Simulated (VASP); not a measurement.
**HfO2: atomic charges with PBE**

The system is HfO2.

```
Hf O
1.0
     5.55640    0.00000    0.00000
     0.00000    3.33360    0.00000
     0.00000    0.00000    6.50500
Hf O
4 8
Direct
  0.74868 0.75000 0.60787
  0.25132 0.25000 0.39213
  0.24868 0.75000 0.89213
  0.75132 0.25000 0.10787
  0.63950 0.25000 0.42340
  0.36050 0.75000 0.57660
  0.13950 0.25000 0.07660
  0.86050 0.75000 0.92340
  0.52079 0.25000 0.84145
  0.47921 0.75000 0.15855
  0.02079 0.25000 0.65855
  0.97921 0.75000 0.34145
```

Measurements of this composition are mostly on another form, of space group No. 14.

| Property | Result |
| --- | --- |
| Program | VASP 6.6.1 |
| Task | atomic charges |
| Functional | PBE |
| Potentials or basis | VASP PAW PBE potentials, release 64 (Hf_pv, O) |
| Cutoff | 520 eV |
| k mesh | 4 × 6 × 3 |
| Occupations | gaussian, width 0.02 eV |
| Spin | no spin polarisation |
| Further INCAR settings | ALGO = Normal; EDIFF = 1e-06 |

| Property | Result |
| --- | --- |
| Pressure | -0.4 GPa |
| Largest force | 0.013 eV/Å |
| Band gap on the k mesh | 3.40 eV, direct |
| Valence electrons inside the program's atomic spheres | Hf 8.28; O 5.14, 5.05 |

Forces in eV/Å, atoms in the order of the input:
```
Hf   0.006  0.000 -0.012
Hf  -0.006  0.000  0.012
Hf   0.006  0.000  0.012
Hf  -0.006  0.000 -0.012
O   -0.001  0.000  0.002
O    0.001  0.000 -0.002
O   -0.001  0.000 -0.002
O    0.001  0.000  0.002
O   -0.002  0.000  0.011
O    0.002  0.000 -0.011
O   -0.002  0.000 -0.011
O    0.002  0.000  0.011
```

Levels at points of the mesh, in eV from the valence-band top:
| k point | band 40 | band 41 | band 42 | band 43 | band 44 | band 45 | band 46 | band 47 | band 48 | band 49 |
| --- | --- | --- | --- | --- | --- | --- | --- | --- | --- | --- |
| (0.00, 0.00, 0.00) | -0.85 | -0.83 | -0.34 | -0.05 | 0.00 | 3.40 | 4.33 | 4.42 | 4.94 | 5.60 |
| (0.50, 0.00, 0.00) | -0.97 | -0.82 | -0.82 | -0.34 | -0.34 | 4.24 | 4.24 | 5.45 | 5.45 | 5.61 |
| (0.00, 0.50, 0.00) | -1.50 | -0.79 | -0.79 | -0.70 | -0.70 | 5.11 | 5.11 | 5.93 | 5.93 | 6.00 |
| (0.50, 0.50, 0.00) | -1.22 | -0.73 | -0.73 | -0.73 | -0.73 | 5.63 | 5.63 | 5.63 | 5.63 | 6.63 |

Run time: 110 s on 1 thread of Intel(R) Xeon(R) Platinum 8488C (Sapphire Rapids), with other jobs on the host, peak memory 0.28 GiB.

Caveat: spin-orbit coupling is left out, which moves the levels of the heavy elements; an odd mesh through Γ misses points on the zone boundary, where band edges often lie. A hybrid or GW would open this gap; PBE tends to underestimate it.
